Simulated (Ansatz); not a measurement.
Space group P4/mmm (No. 123). a = 2.780 Å, b = 2.780 Å, c = 7.603 Å, α = 90.00°, β = 90.00°, γ = 90.00°
| atom | site | symmetry | x | y | z |
| --- | --- | --- | --- | --- | --- |
| Al | 1b | 4/mmm | 0.0000 | 0.0000 | 0.5000 |
| Al | 2h | 4mm | 0.5000 | 0.5000 | 0.2207 |
| Cu | 1a | 4/mmm | 0.0000 | 0.0000 | 0.0000 |

Equation of state of this Al₃Cu structure (not necessarily the ground state), with shape and atoms relaxed at each volume where symmetry leaves them free. It has no gap at any of these volumes. All numbers below come from DFT PBEsol, scalar-relativistic, plane waves, PAW (Ansatz 0.2.0).

Settings: cutoff 420 eV, Γ-centred mesh 16×16×6 on the computed 4-atom cell, Gaussian smearing of 0.10 eV; no spin polarisation.

```tsv
V (Å³/atom)	E − E(largest V) (meV/atom)	P (GPa)
13.805	3.43	7.06
14.246	-10.56	3.23
14.686	-14.82	-0.01
15.127	-10.88	-2.76
15.568	0.00	-5.06
```

**Question.** Fit a third-order Birch–Murnaghan equation to E(V).

**Answer.** V0 = 14.68 Å³/atom, B0 = 99 GPa, B0' = 4.6.